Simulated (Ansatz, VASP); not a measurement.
# Ti2Al: VASP beside Ansatz

Contents of INCAR:

```
SYSTEM = Ti2Al
PREC = Accurate ; ENCUT = 600
EDIFF = 1E-6 ; ISMEAR = 0
SIGMA = 0.1 ; LREAL = .FALSE.
LASPH = .TRUE. ; NELM = 100
ALGO = Normal ; ISIF = 3
LWAVE = .FALSE. ; LCHARG = .FALSE.
GGA = PS ; IBRION = 2
NSW = 65 ; EDIFFG = -0.01
```

KPOINTS

```
Automatic mesh
0
G
  9 9 6
  0 0 0
```

Contents of POSCAR:

```
Ti2Al
1.0
    4.5413254147      0.0000000000      0.0000000000
   -2.2706627074      3.9329031760      0.0000000000
    0.0000000000      0.0000000000      5.5619650110
Al Ti
2 4
Direct
    0.0000000000      0.0000000000      0.0000000000
    0.3333333333      0.6666666667      0.1666666667
    0.6666666667      0.3333333333      0.3333333333
    1.0000000000      0.0000000000      0.5000000000
    0.6666666667      0.3333333333      0.8333333333
    0.3333333333      0.6666666667      0.6666666667
```

Input for Ansatz:

```yaml
crystal:
  lattice:
    - [4.5413254147, 0.0, 0.0]
    - [-2.2706627074, 3.932903176, 0.0]
    - [0.0, 0.0, 5.561965011]
  atoms:
    - { symbol: Al, position: [0.0, 0.0, 0.0] }
    - { symbol: Ti, position: [0.6666666667, 0.3333333333, 0.3333333333] }
    - { symbol: Al, position: [0.3333333333, 0.6666666667, 0.1666666667] }
    - { symbol: Ti, position: [1.0, 0.0, 0.5] }
    - { symbol: Ti, position: [0.6666666667, 0.3333333333, 0.8333333333] }
    - { symbol: Ti, position: [0.3333333333, 0.6666666667, 0.6666666667] }
basis:
  ecutwfc: 420
kpoints:
  mp_grid: { grid: [9, 9, 6] }
hamiltonian:
  xc: pbesol
scf:
  occupations: { method: gaussian, width: 0.1 }
output:
  forces: true
  stress: true
  eigenvalues: true
  populations: true
relax:
  adjacent_minimum: "off"
  f_tol: 0.01
  max_steps: 45
  cell: { stress_tol: 0.05 }
```

Alike in both runs: task relaxation of cell and atoms; functional PBEsol; k mesh 9 × 9 × 6; occupations gaussian, width 0.1 eV; no spin polarisation.

|  | VASP | Ansatz |
| --- | --- | --- |
| version | VASP 6.6.1 | Ansatz 0.2.0 |
| potentials or method | VASP PAW PBE potentials, release 64 (Al, Ti_sv) | scalar-relativistic, plane waves, PAW |
| plane-wave cutoff (eV) | 600 | 420 |
| valence electrons in the cell | 54 | 54 |

|  | VASP | Ansatz | Ansatz less VASP |
| --- | --- | --- | --- |
| gap on the k mesh at the Fermi level, each at its own relaxed structure (eV) | none | none | - |
| relaxed volume (Å³/atom) | 16.17 | 16.19 | +0.018 |
| relaxed cell length with the largest relative difference (Å) | 4.489 | 4.492 | +0.0032 |
| energy change over the relaxation (meV/atom) | -23 | -23 | +0.3 |

A gap of «none» marks a metal or a gap that the smearing closes.

Caveats: the PAW data sets were made with another functional, which shifts forces and pressure a little (VASP).
